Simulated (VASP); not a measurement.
# HC60N3 (a cell with a defect) in VASP: further runs

Aim: see how the results for HC60N3 (a cell with a defect) move with the level of theory and the settings. Levels: PBE, LDA, r2SCAN. Tasks: single point.

Everything below comes from runs of VASP 6.6.1. Logs are shortened: lines on timing, memory, paths and dates and some standing lists are left out, and cuts for length are marked.

## 1. The structure

The cell holds a defect, 64 atoms: a = 7.140 Å, b = 7.140 Å, c = 7.140 Å, α = 90.00°, β = 90.00°, γ = 90.00°.

The cell was built by a generator and needn't be a form met in nature.

## 2. Single point, PBE

INCAR

```
SYSTEM = HC60N3
PREC = Accurate
ENCUT = 520
EDIFF = 1E-6
ISMEAR = 0
SIGMA = 0.03
LREAL = .False.
LASPH = .True.
NELM = 100
ALGO = Fast
ISIF = 2
LWAVE = .False.
LCHARG = .True.
GGA = PE
LELF = .True.
LVHAR = .True.
NBANDS = 166
```

KPOINTS

```
Automatic mesh
0
Gamma
  2 2 2
  0 0 0
```

POSCAR

```
HC60N3
1.0
    7.1400000000      0.0000000000      0.0000000000
    0.0000000000      7.1400000000      0.0000000000
    0.0000000000      0.0000000000      7.1400000000
H C N
1 60 3
Direct
    0.5568732100      0.5568732100      0.5568732100
    0.6319130000      0.6319130000      0.6319130000
    0.5014860000      0.7507060000      0.7507060000
    0.7507060000      0.5014860000      0.7507060000
    0.7507060000      0.7507060000      0.5014860000
    0.4950870000      0.2505090000      0.7494590000
    0.4950870000      0.7494590000      0.2505090000
    0.2505090000      0.4950870000      0.7494590000
    0.7494590000      0.4950870000      0.2505090000
    0.2505090000      0.7494590000      0.4950870000
    0.7494590000      0.2505090000      0.4950870000
    0.6235760000      0.3759650000      0.8734240000
    0.6235760000      0.8734240000      0.3759650000
    0.3759650000      0.6235760000      0.8734240000
    0.8734240000      0.6235760000      0.3759650000
    0.3759650000      0.8734240000      0.6235760000
    0.8734240000      0.3759650000      0.6235760000
    0.5050870000      0.2510410000      0.2510410000
    0.2510410000      0.5050870000      0.2510410000
    0.2510410000      0.2510410000      0.5050870000
    0.1273950000      0.6227350000      0.6227350000
    0.6227350000      0.1273950000      0.6227350000
    0.6227350000      0.6227350000      0.1273950000
    0.9999620000      0.4999560000      0.4999560000
    0.4999560000      0.9999620000      0.4999560000
    0.4999560000      0.4999560000      0.9999620000
    0.1278200000      0.3773090000      0.3773090000
    0.3773090000      0.1278200000      0.3773090000
    0.3773090000      0.3773090000      0.1278200000
    0.6239330000      0.8758650000      0.8758650000
    0.8758650000      0.6239330000      0.8758650000
    0.8758650000      0.8758650000      0.6239330000
    0.0011195000      0.7494200000      0.7494200000
    0.7494200000      0.0011195000      0.7494200000
    0.7494200000      0.7494200000      0.0011195000
    0.1237350000      0.3750450000      0.8761320000
    0.1237350000      0.8761320000      0.3750450000
    0.3750450000      0.1237350000      0.8761320000
    0.8761320000      0.1237350000      0.3750450000
    0.3750450000      0.8761320000      0.1237350000
    0.8761320000      0.3750450000      0.1237350000
    0.9987500000      0.2495250000      0.7493430000
    0.9987500000      0.7493430000      0.2495250000
    0.2495250000      0.9987500000      0.7493430000
    0.7493430000      0.9987500000      0.2495250000
    0.2495250000      0.7493430000      0.9987500000
    0.7493430000      0.2495250000      0.9987500000
    0.1237820000      0.1237820000      0.6246850000
    0.1237820000      0.6246850000      0.1237820000
    0.6246850000      0.1237820000      0.1237820000
    0.0017403000      0.2503660000      0.2503660000
    0.2503660000      0.0017403000      0.2503660000
    0.2503660000      0.2503660000      0.0017403000
    0.1249420000      0.8743930000      0.8743930000
    0.8743930000      0.1249420000      0.8743930000
    0.8743930000      0.8743930000      0.1249420000
    0.9999680000      0.9999680000      0.4998950000
    0.9999680000      0.4998950000      0.9999680000
    0.4998950000      0.9999680000      0.9999680000
    0.1254050000      0.1254050000      0.1254050000
    0.9997840000      0.9997840000      0.9997840000
    0.6351560000      0.3648080000      0.3648080000
    0.3648080000      0.6351560000      0.3648080000
    0.3648080000      0.3648080000      0.6351560000
```

Potentials or basis: VASP PAW PBE potentials, release 64 (H, C, N).

The run is started by

```sh
cat potpaw_PBE.64/H/POTCAR potpaw_PBE.64/C/POTCAR potpaw_PBE.64/N/POTCAR > POTCAR
mpirun -np 1 vasp_std > vasp.out
```

OUTCAR:

```text
SYSTEM = HC60N3
   PREC = Accurate
   ENCUT = 520
   EDIFF = 1E-6
   ISMEAR = 0
   LREAL = .False.
   LASPH = .True.
   NELM = 100
   ISIF = 2
   GGA = PE

 ion  position               nearest neighbor table
   1  0.557  0.557  0.557-   2 0.93
   2  0.632  0.632  0.632-   1 0.93   3 1.52   4 1.52   5 1.52
   3  0.501  0.751  0.751-   2 1.52  30 1.54  16 1.55  14 1.55
   4  0.751  0.501  0.751-   2 1.52  31 1.54  17 1.55  12 1.55
   5  0.751  0.751  0.501-   2 1.52  32 1.54  15 1.55  13 1.55
   6  0.495  0.251  0.749-  64 1.48  38 1.54  22 1.56  12 1.56
   7  0.495  0.749  0.251-  63 1.48  40 1.54  23 1.56  13 1.56
[... 52 lines left out ...]
  60  0.125  0.125  0.125-  51 1.54  52 1.54  53 1.54  61 1.55
  61  1.000  1.000  1.000-  54 1.55  55 1.55  56 1.55  60 1.55
  62  0.635  0.365  0.365-  18 1.48  11 1.48   9 1.48
  63  0.365  0.635  0.365-  19 1.48  10 1.48   7 1.48
  64  0.365  0.365  0.635-  20 1.48   8 1.48   6 1.48

  LATTYP: Found a simple cubic cell.
 ALAT       =     7.1400000000

  Lattice vectors:

 A1 = (   7.1400000000,   0.0000000000,   0.0000000000)
 A2 = (   0.0000000000,   7.1400000000,   0.0000000000)
 A3 = (   0.0000000000,   0.0000000000,   7.1400000000)

Analysis of symmetry for initial positions (statically):
=====================================================================
 Subroutine PRICEL returns:
 Original cell was already a primitive cell.

 Routine SETGRP: Setting up the symmetry group for a
 simple cubic supercell.

 Subroutine GETGRP returns: Found  6 space group operations
 (whereof  6 operations were pure point group operations)
 out of a pool of 48 trial point group operations.

The static configuration has the point symmetry C_3v.

Analysis of symmetry for dynamics (positions and initial velocities):
=====================================================================
 Subroutine PRICEL returns:
 Original cell was already a primitive cell.

 Routine SETGRP: Setting up the symmetry group for a
 simple cubic supercell.

 Subroutine GETGRP returns: Found  6 space group operations
 (whereof  6 operations were pure point group operations)
 out of a pool of 48 trial point group operations.

The dynamic configuration has the point symmetry C_3v.

 Subroutine INISYM returns: Found  6 space group operations
 (whereof  6 operations are pure point group operations),
 and found     1 'primitive' translations

----------------------------------------------------------------------------------------

                                     Primitive cell

  volume of cell :     363.9943
[... 201 lines left out ...]
   TEBEG  =    0.0;   TEEND  =   0.0 temperature during run
   PSTRESS=    0.0 pullay stress
   NELECT =     256.0000    total number of electrons
   NUPDOWN=      -1.0000    fix difference up-down
   EMIN   =  10.00;   EMAX   =-10.00  energy-range for DOS
   EFERMI =   0.00;   METHOD = LEGACY
   ISMEAR =     0;   SIGMA  =   0.03  broadening in eV -4-tet -1-fermi 0-gaus
   EFERMI_NEDOS =   21; number of points for ismear=-14 and -15
   IALGO  =     68    algorithm
   IMIX   =      4    mixing-type and parameters
     AMIX     =   0.40;   BMIX     =  1.00
     AMIX_MAG =   1.60;   BMIX_MAG =  1.00
  volume/ion in A,a.u.               =       5.69        38.38
  Fermi-wavevector in a.u.,A,eV,Ry     =   1.455872  2.751200 28.838420  2.119564
  Thomas-Fermi vector in A             =   2.572856
   LORBIT       =      0    0 simple, 1 ext, 2 COOP (PROOUT), +10 PAW based schemes
   GGA     = PE    functional components
   LHFCALC =     F    Hartree Fock is set to
   AEXX    =    0.0000 exact exchange contribution
   IVDW    =     0    specifies the selected vdW correction
   LEPSILON=     F    determine dielectric tensor
   LRPA    =     F    only Hartree local field effects (RPA)
 non-spin polarized calculation
 RMM-DIIS sequential band-by-band and
 Gauss-broadening in eV      SIGMA  =   0.03
  energy-cutoff  :      520.00
  volume of cell :      363.99
 maximum number of plane-waves:      9808
 NGX is ok and might be reduce to    54
   NGX = 27   NGY = 27   NGZ = 27

 number of electron     256.0000001 magnetization

 Free energy of the ion-electron system (eV)
  ---------------------------------------------------
  ext. energy  EPLUGINS =         0.00000000
  ---------------------------------------------------
  free energy    TOTEN  =      -570.00294037 eV

  energy without entropy =     -570.00294037  energy(sigma->0) =     -570.00294037

 E-fermi :   9.9975     XC(G=0): -13.1656

 val. band max:        9.8613190219   @ k =   0.0000   0.0000   0.0000
 cond. band min:      13.5218786989   @ k =   0.5000   0.0000   0.0000
 fundamental gap:      3.6605596770
 Fermi energy:         9.9975194153

 k-point     1 :       0.0000    0.0000    0.0000
  band No.  band energies     occupation
      1     -12.2398      2.00000
      2     -10.5834      2.00000
      3     -10.5834      2.00000
      4     -10.1464      2.00000
      5      -9.7730      2.00000
      6      -9.7730      2.00000
[... 561 lines left out ...]
    139      15.4526      0.00000
    140      15.4596      0.00000
 [bands above 140 left out]

------------------------ aborting loop because EDIFF is reached ----------------------------------------

  FORCE on cell =-STRESS in cart. coord.  units (eV):
  Direction    XX          YY          ZZ          XY          YZ          ZX
  --------------------------------------------------------------------------------------
  -------------------------------------------------------------------------------------
  Total        4.5652286      4.5652286      4.5652286      0.5697437      0.5697437      0.5697437
  in kB       20.0945587     20.0945587     20.0945587      2.5078151      2.5078151      2.5078151
  external PRESSURE =      20.0945587 kB  Pullay stress =       0.0000000 kB

 VOLUME and BASIS-vectors are now :
 -----------------------------------------------------------------------------
  energy-cutoff  :      520.00
  volume of cell :      363.99
      direct lattice vectors                 reciprocal lattice vectors
     7.140000000  0.000000000  0.000000000     0.140056022  0.000000000  0.000000000
     0.000000000  7.140000000  0.000000000     0.000000000  0.140056022  0.000000000
     0.000000000  0.000000000  7.140000000     0.000000000  0.000000000  0.140056022

 POSITION                                       TOTAL-FORCE (eV/Angst)
 -----------------------------------------------------------------------------------
      3.97607      3.97607      3.97607        -4.716297     -4.716297     -4.716297
      4.51186      4.51186      4.51186         4.405505      4.405505      4.405505
      3.58061      5.36004      5.36004        -0.021973      0.098717      0.098717
      5.36004      3.58061      5.36004         0.098717     -0.021973      0.098717
      5.36004      5.36004      3.58061         0.098717      0.098717     -0.021973
      3.53492      1.78863      5.35114        -0.031191      0.013211     -0.019125
[... 56 lines left out ...]
      2.60473      4.53501      2.60473         0.080987      0.023716      0.080987
      2.60473      2.60473      4.53501         0.080987      0.080987      0.023716
 -----------------------------------------------------------------------------------
    total drift:                                0.000180      0.000180      0.000176

  FREE ENERGIE OF THE ION-ELECTRON SYSTEM (eV)
  ---------------------------------------------------
  free  energy   TOTEN  =      -570.0029403675 eV

  energy  without entropy=     -570.0029403675  energy(sigma->0) =     -570.00294037
```

Run time: 6 min. Hardware: 1 thread of Intel Xeon Platinum 8488C (Sapphire Rapids), shared host; peak memory 0.49 GiB.

What came out:

* Free energy: -570.0029 eV
* Pressure: 2.0 GPa
* Largest force: 8.169 eV/Å
* Band gap on the k mesh: 3.66 eV, indirect (least direct gap 3.73 eV)

Forces on the atoms (eV/Å):
```
H   -4.716 -4.716 -4.716
C    4.406  4.406  4.406
C   -0.022  0.099  0.099
C    0.099 -0.022  0.099
C    0.099  0.099 -0.022
C   -0.031  0.013 -0.019
C   -0.031 -0.019  0.013
C    0.013 -0.031 -0.019
C   -0.019 -0.031  0.013
C    0.013 -0.019 -0.031
C   -0.019  0.013 -0.031
C   -0.007 -0.007 -0.003
C   -0.007 -0.003 -0.007
C   -0.007 -0.007 -0.003
C   -0.003 -0.007 -0.007
C   -0.007 -0.003 -0.007
C   -0.003 -0.007 -0.007
C    0.000  0.030  0.030
C    0.030  0.000  0.030
C    0.030  0.030  0.000
C    0.003  0.003  0.003
C    0.003  0.003  0.003
C    0.003  0.003  0.003
C    0.010 -0.001 -0.001
C   -0.001  0.010 -0.001
C   -0.001 -0.001  0.010
C    0.000 -0.004 -0.004
C   -0.004  0.000 -0.004
C   -0.004 -0.004  0.000
C    0.007 -0.015 -0.015
C   -0.015  0.007 -0.015
C   -0.015 -0.015  0.007
C    0.003  0.000  0.000
C    0.000  0.003  0.000
C    0.000  0.000  0.003
C   -0.002  0.008  0.005
C   -0.002  0.005  0.008
C    0.008 -0.002  0.005
C    0.005 -0.002  0.008
C    0.008  0.005 -0.002
C    0.005  0.008 -0.002
C    0.002  0.005  0.005
C    0.002  0.005  0.005
C    0.005  0.002  0.005
C    0.005  0.002  0.005
C    0.005  0.005  0.002
C    0.005  0.005  0.002
C   -0.004 -0.004 -0.002
C   -0.004 -0.002 -0.004
C   -0.002 -0.004 -0.004
C   -0.004 -0.002 -0.002
C   -0.002 -0.004 -0.002
C   -0.002 -0.002 -0.004
C   -0.001  0.000  0.000
C    0.000 -0.001  0.000
C    0.000  0.000 -0.001
C   -0.004 -0.004 -0.012
C   -0.004 -0.012 -0.004
C   -0.012 -0.004 -0.004
C   -0.002 -0.002 -0.002
C    0.004  0.004  0.004
N    0.024  0.081  0.081
N    0.081  0.024  0.081
N    0.081  0.081  0.024
```

Stress tensor (GPa, compression positive):
```
2.01 0.25 0.25
0.25 2.01 0.25
0.25 0.25 2.01
```

Levels at points of the mesh, in eV from the valence-band top:
```
           k point  band 124  band 125  band 126  band 127  band 128  band 129  band 130  band 131  band 132  band 133
(0.00, 0.00, 0.00)     -1.48     -1.48     -0.47      0.00      0.00      3.73      3.88      3.88      4.09      4.09
(0.50, 0.00, 0.00)     -2.24     -1.84     -1.30     -0.68     -0.53      3.66      3.78      4.63      5.02      5.69
(0.50, 0.50, 0.00)     -1.43     -1.33     -1.24     -0.55     -0.27      4.99      5.02      5.24      5.47      5.57
(0.50, 0.50, 0.50)     -2.11     -2.11     -1.20     -0.39     -0.39      4.91      4.91      5.10      5.43      5.50
```

Caveat: the k mesh is coarse (spacing up to 0.44 Å⁻¹), so the values aren't converged. A hybrid or GW would open this gap; PBE tends to underestimate it.

[end of part 1 of 2]
